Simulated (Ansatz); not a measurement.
A (101) slab of C (C2/m (No. 12)), 20 planes, outer planes C (top) and C (bottom), with 20 atoms (C20) in a surface cell of A = 16.548 Å², as cut from the bulk:

```xyz
20
Lattice="2.4589 0.0000 0.0000 0.0000 6.7298 0.0000 0.0000 0.0000 25.7105" Properties=species:S:1:pos:R:3 pbc="T T T"
C     1.2294    4.3380    7.5000
C     0.0000    3.7402    7.8828
C     0.0000    2.5442    8.6475
C     1.2294    1.9464    9.0303
C     1.2294    0.7504    9.7950
C     0.0000    0.1526   10.1778
C     0.0000    5.6863   10.9426
C     1.2294    5.0885   11.3253
C     1.2294    3.8925   12.0901
C     0.0000    3.2948   12.4728
C     0.0000    2.0987   13.2376
C     1.2294    1.5010   13.6204
C     1.2294    0.3049   14.3851
C     0.0000    6.4369   14.7679
C     0.0000    5.2409   15.5327
C     1.2294    4.6431   15.9154
C     1.2294    3.4471   16.6802
C     0.0000    2.8493   17.0629
C     0.0000    1.6533   17.8277
C     1.2294    1.0555   18.2105
```

Computed with DFT PBEsol, scalar-relativistic, plane waves, PAW (Ansatz 0.2.0). Cutoff 420 eV; k points 11×4×1 on the computed 20-atom cell (Γ-centred); Gaussian smearing, width 0.05 eV; no spin polarisation.

Against the same 20 atoms in the bulk, the slab as cut lies 7.018 eV higher and the relaxed slab 6.838 eV higher.

(1) Work out the surface energy before and after relaxation.

(2) What is the ideal work of this cut, per area?

The smearing is narrow for a metal on this mesh.

Answers

(1) The slab has two faces, so γ = (E_slab − N·E_bulk)/(2A), the mean of both. As cut: 7.018/(2 × 16.548) = 0.2120 eV/Å², and 1 eV/Å² = 16.02 J/m², so γ = 3.40 J/m². Relaxed: 6.838/(2 × 16.548) = 0.2066 eV/Å² = 3.31 J/m². Relaxation recovers 3 % of the cost of cutting.

(2) Griffith's ideal work is 2γ: 6.79 J/m² if the new faces stay rigid, 6.62 J/m² if they relax. Other cuts parallel to this plane can cost less. One thickness was run, 20 planes, so γ can still shift with it.

The reference crystal is a form of C, which isn't its usual structure.